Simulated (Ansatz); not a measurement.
Elastic constants of Rh: input and output

Method: DFT PBE, scalar-relativistic, plane waves, PAW (Ansatz).

Launched with:
```bash
ansatz run input.yaml --threads 1 --pin off --max-ram 3072MiB --backend cpu --events-out ev --progress --plain --runs-dir out
```

Input (bare energies are in eV):
```yaml
crystal:
  lattice:
    - [0.0, 1.9175463627, 1.9175463627]
    - [1.9175463627, 0.0, 1.9175463627]
    - [1.9175463627, 1.9175463627, 0.0]
  atoms:
    - { symbol: Rh, position: [0.0, 0.0, 0.0] }
basis:
  ecutwfc: 420
kpoints:
  mp_grid: { grid: [20, 20, 20] }
hamiltonian:
  xc: pbe
scf:
  occupations: { method: fermi_dirac, width: 0.15 }
output:
  forces: true
  stress: true
  eigenvalues: true
elastic:
  mode: relaxed_ion
  amplitude: 0.005
```

From the output:
```
--- Elastic constants: 2 strain directions × 4 members + reference (group order 48) ---
  dense FFT box of the reference and of every strained cell: 20×20×20
  strains applied: 11, 23; error gains: componentwise 1.00 (the most a stress slope's error grows in a printed constant), spectral 1.73 (1 for all six strains in a standard setting)
  C = ∂σ_k/∂η_j (tension-positive GPa; Voigt order 11 22 33 23 13 12):
       395.801    178.454    178.454      0.000      0.000     -0.000
       178.454    395.801    178.454     -0.000     -0.000      0.000
       178.454    178.454    395.801     -0.000     -0.000      0.000
         0.000     -0.000     -0.000    177.213      0.000     -0.000
         0.000     -0.000      0.000     -0.000    177.213      0.000
         0.000     -0.000     -0.000      0.000      0.000    177.213
  reference stress σ⁰ (GPa):      0.007      0.007      0.007      0.000      0.000      0.000
  C* (energy form; C + prestress term) asymmetry max|C*_kj − C*_jk| = 5.684e-14 GPa — a small one proves nothing (zero by symmetry where the batch's group is 432, −43m or m−3m); a large one is finite-difference/SCF noise where every solve ...
  moduli (Voigt/Reuss/Hill, GPa): K = 250.90/250.90/250.90   G = 149.80/141.51/145.66   E = 366.12   ν = 0.257
  mechanically stable: yes (min eigenvalue of sym C = 177.21 GPa)
  strain η (Voigt 11):  stress-route row diagonal C_11 = 395.80 GPa, energy-path curvature d²(F+E_count+ΔE)/dδ²/Ω₀ = 395.69 GPa
    cells at ±δ against ±2δ: C21 178.50 and 178.65 GPa, apart by 0.04 % of the column's largest entry
         δ    σ_11 (GPa) F (eV) n_scf n_hpsi n_pw
    -1.000e-2      -4.0840       -6402.9389537       8  164962    290   relax 0 steps, max|allowed force component| 0.00e0 eV/Å
    -5.000e-3      -2.0047       -6402.9402909       5  143133    291   relax 0 steps, max|allowed force component| 0.00e0 eV/Å
     5.000e-3       1.9536       -6402.9402914       3  126574    291   relax 0 steps, max|allowed force component| 0.00e0 eV/Å
     1.000e-2       3.8343       -6402.9390150       6  139336    293   relax 0 steps, max|allowed force component| 0.00e0 eV/Å
  strain η (Voigt 23):  stress-route row diagonal C_44 = 177.21 GPa, energy-path curvature d²(F+E_count+ΔE)/dδ²/Ω₀ = 177.13 GPa
    cells at ±δ against ±2δ: C44 177.22 and 177.23 GPa, apart by 0.01 % of the column's largest entry
         δ    σ_23 (GPa) F (eV) n_scf n_hpsi n_pw
    -1.000e-2      -1.7723       -6402.9399479       7  284760    291   relax 0 steps, max|allowed force component| 0.00e0 eV/Å
    -5.000e-3      -0.8861       -6402.9405326       5  281631    291   relax 0 steps, max|allowed force component| 0.00e0 eV/Å
     5.000e-3       0.8861       -6402.9405326       5  278301    291   relax 0 steps, max|allowed force component| 0.00e0 eV/Å
     1.000e-2       1.7723       -6402.9399479       7  260461    291   relax 0 steps, max|allowed force component| 0.00e0 eV/Å
```

It took 39 s on 1 thread of Intel(R) Xeon(R) 6975P-C (Granite Rapids), on a shared host, peak memory 0.56 GiB.

In a metal, frequencies and elastic constants depend on the k mesh and the smearing, soft modes and shear constants most.